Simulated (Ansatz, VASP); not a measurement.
**SnO in VASP and in Ansatz**

The input POSCAR:

```
SnO
1.0
    0.0677371860      2.5369732568      2.5369732568
    2.5369732568      0.0677371860      2.5369732568
    2.6047104428      2.6047104428      0.0000000000
Sn O
1 1
Direct
    0.0000000000      0.0000000000      0.0000000000
    0.5000000000      0.5000000000      0.5000000000
```

Contents of INCAR.step1:

```
ALGO = Normal ; EDIFF = 1E-4
ENCUT = 520 ; GGA = PE
ISMEAR = -1 ; LASPH = True
LCHARG = False ; LREAL = False
LWAVE = True ; NBANDS = 17
NELM = 60 ; PREC = Accurate
SIGMA = 0.02
```

The input INCAR.step2:

```
ALGO = Normal ; EDIFF = 1E-7
ENCUT = 520 ; ISIF = 2
ISMEAR = -1 ; ISTART = 1
LASPH = True ; LCHARG = False
LMIXTAU = True ; LREAL = False
LWAVE = False ; METAGGA = R2SCAN
NBANDS = 17 ; NELM = 60
PREC = Accurate ; SIGMA = 0.02
```

File KPOINTS:

```
k-points
0
Gamma
  8 8 8
```

Input for Ansatz:

```yaml
crystal:
  lattice:
    - [0.067737186, 2.5369732568, 2.5369732568]
    - [2.5369732568, 0.067737186, 2.5369732568]
    - [2.6047104428, 2.6047104428, 0.0]
  atoms:
    - { symbol: Sn, position: [0.0, 0.0, 0.0] }
    - { symbol: O, position: [0.5, 0.5, 0.5] }
kpoints:
  mp_grid: { grid: [8, 8, 8] }
  band_path:
    path:
      - [0.0, 0.0, 0.0]
      - [0.5, 0.0, 0.5]
      - [0.625, 0.25, 0.625]
      - [0.375, 0.375, 0.75]
      - [0.5, 0.5, 0.5]
      - [0.5, 0.25, 0.75]
      - [0.5, 0.425, 0.575]
    npoints: 1
hamiltonian:
  xc: r2scan
scf:
  occupations: { method: fermi_dirac, width: 0.02 }
  n_extra_bands: 4
output:
  forces: true
  stress: true
  eigenvalues: true
```

Change from the starting cell: shear_xy strain +5.3%.

Alike in both runs: task single point; functional r2SCAN; k mesh 8 × 8 × 8; occupations fermi-dirac, width 0.02 eV; no spin polarisation.

|  | VASP | Ansatz |
| --- | --- | --- |
| version | VASP 6.6.1 | Ansatz 0.2.0 |
| potentials or method | VASP PAW PBE potentials, release 64 (Sn_d, O) | plane waves, PAW |
| plane-wave cutoff (eV) | 520 | 500 |
| valence electrons in the cell | 20 | 20 |

Ansatz gave:

| Property | Result |
| --- | --- |
| pressure (GPa) | -0.1 |
| largest component of the traceless stress (GPa) | 0.95 |

Q: Estimate VASP's values.

A: Pressure (GPa): 0.0; largest component of the traceless stress (GPa): 0.94.

Caveats: the PAW data sets were made with another functional, which shifts forces and pressure a little (VASP); spin-orbit coupling is left out, which moves the levels of the heavy elements. A k mesh can miss the band edges.
